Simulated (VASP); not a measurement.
# CoSi (P2_13) in VASP: equation of state, part 2 of 2

VASP 6.6.1. Earlier steps stand in the parts before.

### Step 4. Equation of state, PBEsol, collinear spin, ferromagnetic start, 10.71 Å³/atom (volume scaled by 0.98)

INCAR

```
ALGO = Normal
EDIFF = 1E-7
ENCUT = 520
GGA = PS
ISIF = 2
ISMEAR = -1
ISPIN = 2
KPAR = 2
LASPH = True
LCHARG = False
LMAXMIX = 4
LORBIT = 11
LREAL = False
LWAVE = False
MAGMOM = 2 2 2 2 0 0 0 0
NBANDS = 40
NELM = 100
PREC = Accurate
SIGMA = 0.05
```

KPOINTS

```
k-points
0
Gamma
  6 6 6
```

POSCAR

```
CoSi
1.0
    4.4082138676      0.0000000000      0.0000000000
    0.0000000000      4.4082138676      0.0000000000
    0.0000000000      0.0000000000      4.4082138676
Co Si
4 4
Direct
    0.8600000000      0.6400000000      0.3600000000
    0.6400000000      0.3600000000      0.8600000000
    0.3600000000      0.8600000000      0.6400000000
    0.1400000000      0.1400000000      0.1400000000
    0.1570000000      0.3430000000      0.6570000000
    0.3430000000      0.6570000000      0.1570000000
    0.6570000000      0.1570000000      0.3430000000
    0.8430000000      0.8430000000      0.8430000000
```

Potentials or basis: VASP PAW PBE potentials, release 64 (Co, Si).

Command:

```sh
$ cat potpaw_PBE.64/Co/POTCAR potpaw_PBE.64/Si/POTCAR > POTCAR
$ mpirun -np 2 vasp_std > vasp.out
```

OUTCAR:

```text
EDIFF = 1E-7
   ENCUT = 520
   GGA = PS
   ISIF = 2
   ISMEAR = -1
   ISPIN = 2
   LASPH = True
   LORBIT = 11
   LREAL = False
   NELM = 100
   PREC = Accurate

 Found     24 irreducible k-points:

 Following reciprocal coordinates:
            Coordinates               Weight
  0.000000  0.000000  0.000000      1.000000
  0.166667  0.000000  0.000000      6.000000
  0.333333  0.000000  0.000000      6.000000
  0.500000  0.000000  0.000000      3.000000
[... 602 lines left out ...]
      2.82126      1.58696      3.79106         0.183684     -0.183684     -0.183684
      1.58696      3.79106      2.82126        -0.183684     -0.183684      0.183684
      0.61715      0.61715      0.61715         0.183684      0.183684      0.183684
      0.69209      1.51202      2.89620         0.023129     -0.023129      0.023129
      1.51202      2.89620      0.69209        -0.023129      0.023129      0.023129
      2.89620      0.69209      1.51202         0.023129      0.023129     -0.023129
      3.71612      3.71612      3.71612        -0.023129     -0.023129     -0.023129
 -----------------------------------------------------------------------------------
    total drift:                               -0.000000     -0.000000      0.000000

  FREE ENERGIE OF THE ION-ELECTRON SYSTEM (eV)
  ---------------------------------------------------
  free  energy   TOTEN  =       -59.7909128098 eV

  energy  without entropy=      -59.7770068093  energy(sigma->0) =      -59.78395981

 total charge

# of ion       s       p       d       tot
------------------------------------------
    1        0.445   0.640   7.588   8.673
    2        0.445   0.640   7.588   8.673
    3        0.445   0.640   7.588   8.673
    4        0.445   0.640   7.588   8.673
    5        0.728   0.893   0.000   1.621
    6        0.728   0.893   0.000   1.621
    7        0.728   0.893   0.000   1.621
    8        0.728   0.893   0.000   1.621
--------------------------------------------------
tot          4.689   6.134  30.354  41.177

 magnetization (x)

# of ion       s       p       d       tot
------------------------------------------
    1        0.000  -0.000  -0.000  -0.000
    2        0.000  -0.000  -0.000  -0.000
    3        0.000  -0.000  -0.000  -0.000
    4        0.000  -0.000  -0.000  -0.000
    5        0.000   0.000   0.000   0.000
    6        0.000   0.000   0.000   0.000
    7        0.000   0.000   0.000   0.000
    8        0.000   0.000   0.000   0.000
--------------------------------------------------
tot          0.000  -0.000  -0.000  -0.000
```

Run time: 45 s. Hardware: 2 MPI ranks of Intel Xeon 6975P-C (Granite Rapids), shared host; peak memory 0.3 GiB.

Results:

```yaml
Free_energy: -59.7909 eV
Pressure: -2.5 GPa
Largest_force: 0.318 eV/Å
Band_gap_on_the_k_mesh: none (metal or under the smearing width)
Net_moment: 0.00 μB per cell
Valence_electrons_inside_the_program's_atomic_spheres: Co 8.67; Si 1.62
```

Caveat: the starting moments collapsed, and a magnetic state may lie lower; the PAW data sets were made with another functional, which shifts forces and pressure a little.

### Step 5. Equation of state, PBEsol, collinear spin, ferromagnetic start, 11.14 Å³/atom (volume scaled by 1.02)

INCAR is that of step 4.

KPOINTS is that of step 4.

POSCAR: that of step 4 with these lines changed.

```diff
@@ -2,5 +2,5 @@
 1.0
-    4.4082138676      0.0000000000      0.0000000000
-    0.0000000000      4.4082138676      0.0000000000
-    0.0000000000      0.0000000000      4.4082138676
+    4.4673915850      0.0000000000      0.0000000000
+    0.0000000000      4.4673915850      0.0000000000
+    0.0000000000      0.0000000000      4.4673915850
 Co Si
```

Command:

```sh
$ cat potpaw_PBE.64/Co/POTCAR potpaw_PBE.64/Si/POTCAR > POTCAR
$ mpirun -np 2 vasp_std > vasp.out
```

Run time: 39 s. Hardware: 2 MPI ranks of Intel Xeon 6975P-C (Granite Rapids), shared host; peak memory 0.3 GiB.

The run converged. Its results:

- Free energy: -59.6403 eV
- Pressure: -11.0 GPa
- Largest force: 0.171 eV/Å
- Band gap on the k mesh: none (metal or under the smearing width)
- Net moment: 0.00 μB per cell
- Valence electrons inside the program's atomic spheres: Co 8.57; Si 1.59

Caveat: the starting moments collapsed, and a magnetic state may lie lower; the PAW data sets were made with another functional, which shifts forces and pressure a little.

### Step 6. Equation of state, PBEsol, collinear spin, ferromagnetic start, 11.36 Å³/atom (volume scaled by 1.04)

INCAR is that of step 5.

KPOINTS is that of step 5.

POSCAR: that of step 5 with these lines changed.

```diff
@@ -2,5 +2,5 @@
 1.0
-    4.4673915850      0.0000000000      0.0000000000
-    0.0000000000      4.4673915850      0.0000000000
-    0.0000000000      0.0000000000      4.4673915850
+    4.4964014342      0.0000000000      0.0000000000
+    0.0000000000      4.4964014342      0.0000000000
+    0.0000000000      0.0000000000      4.4964014342
 Co Si
```

Potentials or basis: VASP PAW PBE potentials, release 64 (Co, Si).

Command:

```sh
$ cat potpaw_PBE.64/Co/POTCAR potpaw_PBE.64/Si/POTCAR > POTCAR
$ mpirun -np 2 vasp_std > vasp.out
```

Run time: 46 s. Hardware: 2 MPI ranks of Intel Xeon 6975P-C (Granite Rapids), shared host; peak memory 0.3 GiB.

The run converged. Its results:

| Property | Result |
| --- | --- |
| Free energy | -59.5005 eV |
| Pressure | -14.6 GPa |
| Largest force | 0.112 eV/Å |
| Band gap on the k mesh | none (metal or under the smearing width) |
| Net moment | 0.00 μB per cell |
| Valence electrons inside the program's atomic spheres | Co 8.53; Si 1.58 |

Caveat: the starting moments collapsed, and a magnetic state may lie lower; the PAW data sets were made with another functional, which shifts forces and pressure a little.

### Step 7. Equation of state, PBEsol, collinear spin, ferromagnetic start, 11.58 Å³/atom (volume scaled by 1.06)

INCAR is that of step 6.

KPOINTS is that of step 6.

POSCAR: that of step 6 with these lines changed.

```diff
@@ -2,5 +2,5 @@
 1.0
-    4.4964014342      0.0000000000      0.0000000000
-    0.0000000000      4.4964014342      0.0000000000
-    0.0000000000      0.0000000000      4.4964014342
+    4.5250417059      0.0000000000      0.0000000000
+    0.0000000000      4.5250417059      0.0000000000
+    0.0000000000      0.0000000000      4.5250417059
 Co Si
```

Command:

```sh
$ cat potpaw_PBE.64/Co/POTCAR potpaw_PBE.64/Si/POTCAR > POTCAR
$ mpirun -np 2 vasp_std > vasp.out
```

Run time: 48 s. Hardware: 2 MPI ranks of Intel Xeon 6975P-C (Granite Rapids), shared host; peak memory 0.3 GiB.

The run converged. Its results:

```yaml
Free_energy: -59.3239 eV
Pressure: -17.7 GPa
Largest_force: 0.132 eV/Å
Band_gap_on_the_k_mesh: none (metal or under the smearing width)
Net_moment: 0.00 μB per cell
Valence_electrons_inside_the_program's_atomic_spheres: Co 8.49; Si 1.57
```

Caveat: the starting moments collapsed, and a magnetic state may lie lower; the PAW data sets were made with another functional, which shifts forces and pressure a little.

### Step 8. Equation of state, PBEsol, collinear spin, ferromagnetic start

No new run: the results of the series are fitted here.

What came out:

- Equilibrium volume: 10.60 Å³/atom
- Bulk modulus at fixed shape and positions: 245 GPa
- Pressure derivative of the bulk modulus: 4.6

Energy against volume, from the lowest point:
```csv
volume (Å³/atom),energy (meV/atom)
10.271,7.28
10.489,0.00
10.708,0.01
10.926,6.52
11.145,18.83
11.363,36.31
11.582,58.39
```

Caveat: the cell was scaled at fixed shape and fractional positions, which overstates the stiffness of a crystal with free parameters, most of all of layers and chains; the PAW data sets were made with another functional, which shifts forces and pressure a little.
